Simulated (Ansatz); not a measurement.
# WSe2: a line through a two-coordinate scan

One line of a two-coordinate grid on WSe₂ (P-6m2, No. 187; 3 atoms in the cell): strain +e along x and -e along y is varied, at strain +e along z and -e/2 along x and y = −3.5 %.

Computed with Ansatz 0.2.0 (DFT LDA+D3(BJ), scalar-relativistic, plane waves, PAW, unless a step's input says otherwise).

1 further run of the same task is left out (set aside as unsound or not needed).

## 1. The starting structure

It takes space group P-6m2 (No. 187, hexagonal). Conventional cell: a = 3.207 Å, b = 3.207 Å, c = 6.746 Å, α = 90.00°, β = 90.00°, γ = 120.00°. W (site symmetry -6m2) is surrounded by 6 Se at 2.50 Å. Se (site symmetry 3m) has 3 W at 2.50 Å as nearest neighbours.

Structure file:

```
CELL_PARAMETERS angstrom
3.20704 0.00000 0.00000
-1.60352 2.77738 0.00000
0.00000 0.00000 6.74642
ATOMIC_POSITIONS crystal
W 0.00000 0.00000 0.00000
Se 0.33333 0.66667 0.24802
Se 0.33333 0.66667 0.75198
```

It goes back to an entry of the Materials Project, which need not be the stable form.

This cell was relaxed beforehand with the same method: volume 20.03 Å³/atom, gap on the mesh 1.06 eV.

## 2. What is varied

The energy is mapped over two homogeneous strains (x along [1 0 0], y along [1 2 0], z along [0 0 1] of the conventional cell).

- strain +e along x and -e along y: 5 values from −15.0 to 15.0 %
- strain +e along z and -e/2 along x and y: 5 values from −7.0 to 7.0 %

Nothing else is relaxed (fractional coordinates fixed). Energies count from the relaxed crystal. Points are written as (first, second).

## 3. Grid point (−15.0 %, −3.5 %)

The input, input.yaml:

```yaml
crystal:
  lattice:
    - [2.7821095891, 0.0, 0.0]
    - [-1.3910547946, 3.2425917291, 0.0]
    - [0.0, 0.0, 6.5102992426]
  atoms:
    - { symbol: W, position: [0.0, 0.0, 0.0] }
    - { symbol: Se, position: [0.3333333333, 0.6666666667, 0.2480187231] }
    - { symbol: Se, position: [0.3333333333, 0.6666666667, 0.7519812769] }
basis:
  ecutwfc: 420
kpoints:
  mp_grid: { grid: [12, 12, 4] }
hamiltonian:
  xc: lda
  pseudopotentials: { kind: paw, azcp: { folder: soft_1 } }
  dispersion: d3bj
scf:
  occupations: { method: gaussian, width: 0.05 }
output:
  forces: true
  stress: true
  eigenvalues: true
```

Launch:

```bash
ansatz run input.yaml --threads 1 --pin off --max-ram 2048MiB --backend cpu --events-out ev --progress --plain --runs-dir out
```

The program printed (excerpt; [...] marks lines left out):

```text
Warning: <dir> the record states the generating functional pbe (its physics header spells it `PBE`), which answers neither for hamiltonian.xc's functional nor for the lda family's — results may be inconsistent (PPs are generated against a specific XC)
[...]
Warning: the engine holds no damping parameters fitted to this dispersion correction and functional, so the run takes those fitted to pbe (hamiltonian.dispersion, under Limitations)
Warning: RAYON_NUM_THREADS=1 ignored (pool sized by the plan → 1); use --threads N
[...]
Pseudopotentials: kind: paw
Pseudopotential: W, paw, valence charge 14, recommended cutoff 420 eV (normal), <dir>
Pseudopotential: Se, paw, valence charge 16, recommended cutoff 420 eV (normal), <dir>
Functional definition: SPW92
[...]
Crystal: 3 atoms, lattice volume = 58.731 Å³
Basis set: ecut = 420 eV, 1135 PW (Γ)
Bands: 28, of which v1, the nominal top of the filled ones, is band 23 counted from 1 (22 counted from 0)
Symmetry: 4 space group operations
Space group: Amm2 (ITA 38), of the structure as read, at distance tolerance 3.9e-5 Å
k-points: 129 of 576 (time reversal used)
[...]
SCF iter   1: F=—  HF=-20899.756578 eV  |F-HF|=—  |Δ(HF+E_count)|=         —  Δρ=4.99e-2  dr2=5.70e0  ethr=3.10e-3  ⟨swp⟩=6.1  Hψ=14812  notcnv=0
[...]
SCF iter   9: F=-20898.616294 eV  HF=-20898.616295 eV  |F-HF|=4.41e-9  |Δ(HF+E_count)|=   1.90e-8  Δρ=2.52e-6  dr2=6.43e-9  ethr=2.17e-10  ⟨swp⟩=9.1  Hψ=15554  notcnv=0
[...]
SCF converged after 9 iterations
Free energy (F): -20898.616294 eV
[...]
E sigma→0 (E₀):  -20898.616100 eV
Entropy (-TS):   -0.000389 eV (-0.130 meV/atom)
Fermi energy:    13.699776 eV
[...]
--- Forces (eV/Å), atoms counted from 1 ---
  atom   1  W     -0.00000000     1.98359154    -0.00000000
  atom   2  Se     0.00000000    -0.99179648     0.87973596
  atom   3  Se     0.00000000    -0.99179648    -0.87973596
[...]
--- Stress (GPa, compression-positive) ---
       45.180070       0.000000       0.000000
        0.000000     -15.386888      -0.000000
        0.000000      -0.000000       9.158070
  P = ⅓ Tr σ = 12.9838 GPa (129.838 kbar)
--- Band table (eV; the first three rows and the last of 129) ---
[...]
```

Wall time 24 s (1 thread of Arm Neoverse V1, shared host); peak memory 0.41 GiB.

Energy on the map's scale: 568 meV/atom.

## 4. Grid point (−7.5 %, −3.5 %)

Edit input.yaml of step 3 so:

```diff
@@ -2,4 +2,4 @@
   lattice:
-    - [2.7821095891, 0.0, 0.0]
-    - [-1.3910547946, 3.2425917291, 0.0]
+    - [3.0226377957, 0.0, 0.0]
+    - [-1.5113188978, 3.0342881919, 0.0]
     - [0.0, 0.0, 6.5102992426]
```

Launch:

```bash
ansatz run input.yaml --threads 1 --pin off --max-ram 2048MiB --backend cpu --events-out ev --progress --plain --runs-dir out
```

The program printed (excerpt; [...] marks lines left out):

```text
Warning: <dir> the record states the generating functional pbe (its physics header spells it `PBE`), which answers neither for hamiltonian.xc's functional nor for the lda family's — results may be inconsistent (PPs are generated against a specific XC)
[...]
Warning: the engine holds no damping parameters fitted to this dispersion correction and functional, so the run takes those fitted to pbe (hamiltonian.dispersion, under Limitations)
Warning: RAYON_NUM_THREADS=1 ignored (pool sized by the plan → 1); use --threads N
[...]
Pseudopotentials: kind: paw
Pseudopotential: W, paw, valence charge 14, recommended cutoff 420 eV (normal), <dir>
Pseudopotential: Se, paw, valence charge 16, recommended cutoff 420 eV (normal), <dir>
Functional definition: SPW92
[...]
Crystal: 3 atoms, lattice volume = 59.710 Å³
Basis set: ecut = 420 eV, 1171 PW (Γ)
Bands: 28, of which v1, the nominal top of the filled ones, is band 23 counted from 1 (22 counted from 0)
Symmetry: 4 space group operations
Space group: Amm2 (ITA 38), of the structure as read, at distance tolerance 3.9e-5 Å
k-points: 129 of 576 (time reversal used)
[...]
SCF iter   1: F=—  HF=-20900.658827 eV  |F-HF|=—  |Δ(HF+E_count)|=         —  Δρ=4.05e-2  dr2=3.69e0  ethr=3.10e-3  ⟨swp⟩=6.1  Hψ=14641  notcnv=0
[...]
SCF iter   9: F=-20899.883397 eV  HF=-20899.883397 eV  |F-HF|=2.84e-10  |Δ(HF+E_count)|=   1.39e-7  Δρ=6.26e-6  dr2=1.47e-8  ethr=2.17e-10  ⟨swp⟩=5.2  Hψ=13047  notcnv=0
[...]
SCF converged after 9 iterations
Free energy (F): -20899.883397 eV
[...]
E sigma→0 (E₀):  -20899.883397 eV
Fermi energy:    13.096698 eV
[...]
--- Forces (eV/Å), atoms counted from 1 ---
  atom   1  W      0.00000000     1.16590111    -0.00000000
  atom   2  Se    -0.00000000    -0.58295895     0.64387933
  atom   3  Se    -0.00000000    -0.58295895    -0.64387933
[...]
--- Stress (GPa, compression-positive) ---
       16.181786      -0.000000       0.000000
       -0.000000     -11.624829      -0.000000
        0.000000      -0.000000       7.886098
  P = ⅓ Tr σ = 4.1477 GPa (41.477 kbar)
--- Band table (eV; the first three rows and the last of 129) ---
[...]
```

It took 22 s on 1 thread of Arm Neoverse V1, shared host; peak memory 0.41 GiB.

On the map this point reads 146 meV/atom.

## 5. Grid point (0.0 %, −3.5 %)

Edit input.yaml of step 4 so:

```diff
@@ -2,4 +2,4 @@
   lattice:
-    - [3.0226377957, 0.0, 0.0]
-    - [-1.5113188978, 3.0342881919, 0.0]
+    - [3.2631660022, 0.0, 0.0]
+    - [-1.6315830011, 2.8259846547, 0.0]
     - [0.0, 0.0, 6.5102992426]
```

Launch:

```bash
ansatz run input.yaml --threads 1 --pin off --max-ram 2048MiB --backend cpu --events-out ev --progress --plain --runs-dir out
```

The program printed (excerpt; [...] marks lines left out):

```text
Warning: <dir> the record states the generating functional pbe (its physics header spells it `PBE`), which answers neither for hamiltonian.xc's functional nor for the lda family's — results may be inconsistent (PPs are generated against a specific XC)
[...]
Warning: the engine holds no damping parameters fitted to this dispersion correction and functional, so the run takes those fitted to pbe (hamiltonian.dispersion, under Limitations)
Warning: RAYON_NUM_THREADS=1 ignored (pool sized by the plan → 1); use --threads N
[...]
Pseudopotentials: kind: paw
Pseudopotential: W, paw, valence charge 14, recommended cutoff 420 eV (normal), <dir>
Pseudopotential: Se, paw, valence charge 16, recommended cutoff 420 eV (normal), <dir>
Functional definition: SPW92
[...]
Crystal: 3 atoms, lattice volume = 60.036 Å³
Basis set: ecut = 420 eV, 1221 PW (Γ)
Bands: 28, of which v1, the nominal top of the filled ones, is band 23 counted from 1 (22 counted from 0)
Symmetry: 12 space group operations
Space group: P-6m2 (ITA 187), of the structure as read, at distance tolerance 3.9e-5 Å
k-points: 57 of 576 (time reversal used)
[...]
SCF iter   1: F=—  HF=-20900.933462 eV  |F-HF|=—  |Δ(HF+E_count)|=         —  Δρ=3.76e-2  dr2=3.15e0  ethr=3.10e-3  ⟨swp⟩=6.1  Hψ=6432  notcnv=0
[...]
SCF iter   9: F=-20900.259489 eV  HF=-20900.259489 eV  |F-HF|=3.01e-9  |Δ(HF+E_count)|=   1.07e-7  Δρ=5.66e-6  dr2=1.26e-8  ethr=2.17e-10  ⟨swp⟩=10.2  Hψ=6739  notcnv=0
[...]
SCF converged after 9 iterations
Free energy (F): -20900.259489 eV
[...]
E sigma→0 (E₀):  -20900.259489 eV
Fermi energy:    13.116086 eV
[...]
--- Forces (eV/Å), atoms counted from 1 ---
  atom   1  W      0.00000000     0.00000000     0.00000000
  atom   2  Se     0.00000000    -0.00000000     0.59145383
  atom   3  Se     0.00000000    -0.00000000    -0.59145383
[...]
--- Stress (GPa, compression-positive) ---
       -1.701895       0.000000      -0.000000
        0.000000      -1.701895      -0.000000
       -0.000000      -0.000000       7.627850
  P = ⅓ Tr σ = 1.4080 GPa (14.080 kbar)
--- Band table (eV; the first three rows and the last of 57) ---
[...]
```

Run time: 11 s. Hardware: 1 thread of Arm Neoverse V1, shared host; peak memory 0.33 GiB.

Energy on the map's scale: 21 meV/atom.

## 6. Point (7.5 %, −3.5 %)

Edit input.yaml of step 5 so:

```diff
@@ -2,4 +2,4 @@
   lattice:
-    - [3.2631660022, 0.0, 0.0]
-    - [-1.6315830011, 2.8259846547, 0.0]
+    - [3.5036942088, 0.0, 0.0]
+    - [-1.7518471044, 2.6176811175, 0.0]
     - [0.0, 0.0, 6.5102992426]
```

Launch:

```bash
ansatz run input.yaml --threads 1 --pin off --max-ram 2048MiB --backend cpu --events-out ev --progress --plain --runs-dir out
```

The program printed (excerpt; [...] marks lines left out):

```text
Warning: <dir> the record states the generating functional pbe (its physics header spells it `PBE`), which answers neither for hamiltonian.xc's functional nor for the lda family's — results may be inconsistent (PPs are generated against a specific XC)
[...]
Warning: the engine holds no damping parameters fitted to this dispersion correction and functional, so the run takes those fitted to pbe (hamiltonian.dispersion, under Limitations)
Warning: RAYON_NUM_THREADS=1 ignored (pool sized by the plan → 1); use --threads N
[...]
Pseudopotentials: kind: paw
Pseudopotential: W, paw, valence charge 14, recommended cutoff 420 eV (normal), <dir>
Pseudopotential: Se, paw, valence charge 16, recommended cutoff 420 eV (normal), <dir>
Functional definition: SPW92
[...]
Crystal: 3 atoms, lattice volume = 59.710 Å³
Basis set: ecut = 420 eV, 1161 PW (Γ)
Bands: 28, of which v1, the nominal top of the filled ones, is band 23 counted from 1 (22 counted from 0)
Symmetry: 4 space group operations
Space group: Amm2 (ITA 38), of the structure as read, at distance tolerance 3.9e-5 Å
k-points: 129 of 576 (time reversal used)
[...]
SCF iter   1: F=—  HF=-20900.693620 eV  |F-HF|=—  |Δ(HF+E_count)|=         —  Δρ=4.04e-2  dr2=3.73e0  ethr=3.10e-3  ⟨swp⟩=6.1  Hψ=14629  notcnv=0
[...]
SCF iter   9: F=-20899.922494 eV  HF=-20899.922494 eV  |F-HF|=1.24e-10  |Δ(HF+E_count)|=   1.43e-7  Δρ=5.87e-6  dr2=1.30e-8  ethr=2.17e-10  ⟨swp⟩=5.4  Hψ=13349  notcnv=0
the search or the solves at the SCF's close seem to have found levels that the self-consistency loop had missed (the run counts 1). By its estimate they hold under 1e-12 electrons; where the run keeps them, the occupations were computed again with them
[...]
SCF converged after 9 iterations
Free energy (F): -20899.922494 eV
[...]
E sigma→0 (E₀):  -20899.922494 eV
Fermi energy:    13.161831 eV
[...]
--- Forces (eV/Å), atoms counted from 1 ---
  atom   1  W      0.00000000    -1.82662246    -0.00000000
  atom   2  Se    -0.00000000     0.91331906     0.67653594
  atom   3  Se    -0.00000000     0.91331906    -0.67653594
[...]
--- Stress (GPa, compression-positive) ---
       -9.876767       0.000000      -0.000000
        0.000000      13.390905      -0.000000
       -0.000000      -0.000000       8.299971
  P = ⅓ Tr σ = 3.9380 GPa (39.380 kbar)
--- Band table (eV; the first three rows and the last of 129) ---
[...]
```

It took 26 s on 1 thread of Arm Neoverse V1, shared host; peak memory 0.42 GiB.

Energy on the map's scale: 133 meV/atom.

## 7. Point (15.0 %, −3.5 %)

Edit input.yaml of step 6 so:

```diff
@@ -2,4 +2,4 @@
   lattice:
-    - [3.5036942088, 0.0, 0.0]
-    - [-1.7518471044, 2.6176811175, 0.0]
+    - [3.7442224153, 0.0, 0.0]
+    - [-1.8721112077, 2.4093775803, 0.0]
     - [0.0, 0.0, 6.5102992426]
```

Launch:

```bash
ansatz run input.yaml --threads 1 --pin off --max-ram 2048MiB --backend cpu --events-out ev --progress --plain --runs-dir out
```

The program printed (excerpt; [...] marks lines left out):

```text
Warning: <dir> the record states the generating functional pbe (its physics header spells it `PBE`), which answers neither for hamiltonian.xc's functional nor for the lda family's — results may be inconsistent (PPs are generated against a specific XC)
[...]
Warning: the engine holds no damping parameters fitted to this dispersion correction and functional, so the run takes those fitted to pbe (hamiltonian.dispersion, under Limitations)
Warning: RAYON_NUM_THREADS=1 ignored (pool sized by the plan → 1); use --threads N
[...]
Pseudopotentials: kind: paw
Pseudopotential: W, paw, valence charge 14, recommended cutoff 420 eV (normal), <dir>
Pseudopotential: Se, paw, valence charge 16, recommended cutoff 420 eV (normal), <dir>
Functional definition: SPW92
[...]
Crystal: 3 atoms, lattice volume = 58.731 Å³
Basis set: ecut = 420 eV, 1143 PW (Γ)
Bands: 28, of which v1, the nominal top of the filled ones, is band 23 counted from 1 (22 counted from 0)
Symmetry: 4 space group operations
Space group: Amm2 (ITA 38), of the structure as read, at distance tolerance 3.9e-5 Å
k-points: 129 of 576 (time reversal used)
[...]
SCF iter   1: F=—  HF=-20900.115952 eV  |F-HF|=—  |Δ(HF+E_count)|=         —  Δρ=4.90e-2  dr2=5.78e0  ethr=3.10e-3  ⟨swp⟩=6.1  Hψ=14962  notcnv=0
[...]
SCF iter   9: F=-20899.022635 eV  HF=-20899.022635 eV  |F-HF|=1.46e-9  |Δ(HF+E_count)|=   2.30e-7  Δρ=5.70e-6  dr2=1.40e-8  ethr=2.17e-10  ⟨swp⟩=11.1  Hψ=16683  notcnv=0
[...]
SCF converged after 9 iterations
Free energy (F): -20899.022635 eV
[...]
E sigma→0 (E₀):  -20899.022635 eV
Entropy (-TS):   -0.000000 eV (-0.000 meV/atom)
Fermi energy:    13.476101 eV
[...]
--- Forces (eV/Å), atoms counted from 1 ---
  atom   1  W      0.00000000    -4.64892670     0.00000000
  atom   2  Se    -0.00000000     2.32447379     1.08215970
  atom   3  Se    -0.00000000     2.32447379    -1.08215970
[...]
--- Stress (GPa, compression-positive) ---
       -8.306651      -0.000000       0.000000
       -0.000000      29.241082      -0.000000
        0.000000      -0.000000      11.852142
  P = ⅓ Tr σ = 10.9289 GPa (109.289 kbar)
--- Band table (eV; the first three rows and the last of 129) ---
[...]
```

Wall time 22 s (1 thread of Arm Neoverse V1, shared host); peak memory 0.41 GiB.

That is 433 meV/atom from the zero.

## 8. The line in numbers

```
strain +e along x and -e along y (%)  step  energy (meV/atom)  slope (meV/atom per %)  pressure (GPa)  band gap on the k-mesh (eV)  largest force on an atom (eV/Å)
                               −15.0     3                568                     −80            13.0                         0.00                             1.98
                                −7.5     4                146                     −35             4.1                         0.98                             1.17
                                 0.0     5                 21                       0             1.4                         0.82                             0.59
                                 7.5     6                133                      29             3.9                         0.84                             1.83
                                15.0     7                433                      50            10.9                         0.26                             4.65
```

Energies count from the relaxed crystal. Slopes come from the forces (and the stress, where the cell changes), not from differences of energies.

What this shows: Along the line the energy is lowest at 0.0 %, 21 meV/atom from the zero. A fit to energies and slopes at the lowest point and its two neighbours puts the minimum at 0.00 %, with a curvature of about 4.2 meV/atom per %². Divided by the reference volume, that is a stiffness of about 340 GPa for this pattern of strain, with the ions clamped. The well is lopsided: two grid steps out, the energy rises by 548 meV/atom towards smaller values and 412 meV/atom towards larger ones. The highest point computed, at −15.0 %, lies 548 meV/atom above the lowest. The gap on the mesh reads zero on part of the line; semilocal functionals close small gaps early. This is one cut through a surface in two coordinates; the map's lowest point lies off it. With the other coordinates free, the energies away from the reference would be the same or lower. The gap on the mesh closes on part of the grid. These runs have no spin-orbit coupling; with W it would split and shift bands.
